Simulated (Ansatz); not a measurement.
## TiSi2: energy less free atoms and pressure against volume scale

All results are calculated (Ansatz 0.2.0). Periodic Kohn-Sham DFT of a crystal at fixed atoms, scaled to volume_scale times the given cell; pressure positive in compression, energy less spherical unpolarised free atoms, largest_vzz the field gradient of largest size among the nuclei.

The cell before it is scaled or strained (space group Fddd, No. 70):
```
TiSi2
1.0
      0.0000     4.1180     4.2615
      2.3865     0.0000     4.2615
      2.3865     4.1180     0.0000
Ti Si
2 4
Direct
  0.75000 0.75000 0.75000
  0.50000 0.50000 0.50000
  0.08300 0.41700 0.08300
  0.41700 0.08300 0.41700
  0.16700 0.83300 0.16700
  0.83300 0.16700 0.83300
```

Settings of every row: method all-electron LAPW; functional PBE; relativity scalar; k mesh 8x8x8; filling fermi-dirac; smearing width 0.08 eV; basis error target 0.5 meV/atom; nucleus gaussian.

Atom start moment: 0 on all atoms.

| row | volume scale | V (Å³/atom) | energy less free atoms (eV/atom) | pressure (GPa) |
| --- | --- | --- | --- | --- |
| 1 | 0.94 | 13.123 | -6.365 | 13.097 |
| 2 | 0.96 | 13.402 | -6.3843 | 9.122 |
| 3 | 0.98 | 13.681 | -6.397 | 5.541 |
| 4 | 0.99 | 13.821 | ? | ? |
| 5 | 1 | 13.96 | -6.4038 | 2.316 |
| 6 | 1.01 | 14.1 | -6.4052 | 0.825 |
| 7 | 1.02 | 14.239 | -6.4052 | -0.589 |
| 8 | 1.04 | 14.519 | -6.4019 | -3.205 |
| 9 | 1.06 | 14.798 | -6.3942 | -5.56 |

Question: what energy less free atoms and pressure should row 4 give?

Worked fit of energy less free atoms. Take u = (V_r/V)^(2/3) − 1 with V_r = 14.03 Å³ an atom, which is twice the finite (Eulerian) strain; such expansions in the strain, on which the Birch-Murnaghan equation of state is built, carry the rest volume and the bulk modulus. The shown rows have u = 0.04556, 0.031, 0.01694, 0.00334, -0.00331, -0.00981, -0.02258, -0.03491. Least squares give energy less free atoms = −6.40465 + 0.2071 × u + 14.537 × u² eV/atom; a straight line predicts inner rows, each left out in turn, worse (root mean square 0.0075 against 5.4e-05 eV/atom). The rows lie off it by 0.0000, 0.0000, 0.0000, 0.0000, 0.0000, 0.0001, 0.0000, 0.0000. Its lowest point lies at u = -0.0071, or V = 14.18 Å³ an atom, and the curvature there gives the bulk modulus at fixed shape and fractions, B = (4/9)(1 + u)² E″(u)/V = 144 GPa. Letting shape and atoms relax would as a rule lower it, by much in layered, chain or molecular crystals. The withheld row has u = 0.01006, so the fit gives −6.40465 + 0.2071 × (0.01006) + 14.537 × (0.01006)² = -6.4011 eV/atom.

The calculation gave -6.4011 eV/atom. The fit meets it to the printed digit.

Worked fit of pressure. Take u = (V_r/V)^(2/3) − 1 with V_r = 14.03 Å³ an atom, which is twice the finite (Eulerian) strain; such expansions in the strain, on which the Birch-Murnaghan equation of state is built, carry the rest volume and the bulk modulus. The shown rows have u = 0.04556, 0.031, 0.01694, 0.00334, -0.00331, -0.00981, -0.02258, -0.03491. Least squares give pressure = 1.5597 + 224.637 × u + 608.37 × u² + 428 × u³ GPa; a parabola predicts inner rows, each left out in turn, worse (root mean square 0.0074 against 0.003 GPa). The rows lie off it by 0.000, 0.001, -0.001, -0.001, 0.002, -0.003, 0.002, -0.001. The pressure vanishes at u = -0.0071, or V = 14.18 Å³ an atom, and there the bulk modulus at fixed shape and fractions is B = −V dP/dV = (2/3)(1 + u) dP/du = 143 GPa. Letting shape and atoms relax would as a rule lower it, by much in layered, chain or molecular crystals. The withheld row has u = 0.01006, so the fit gives 1.5597 + 224.637 × (0.01006) + 608.37 × (0.01006)² + 428 × (0.01006)³ = 3.882 GPa.

The calculation gave 3.886 GPa. The fit lies 0.004 GPa (0.021 % of the column's range) below it; its largest miss of a shown row is 0.003 GPa.
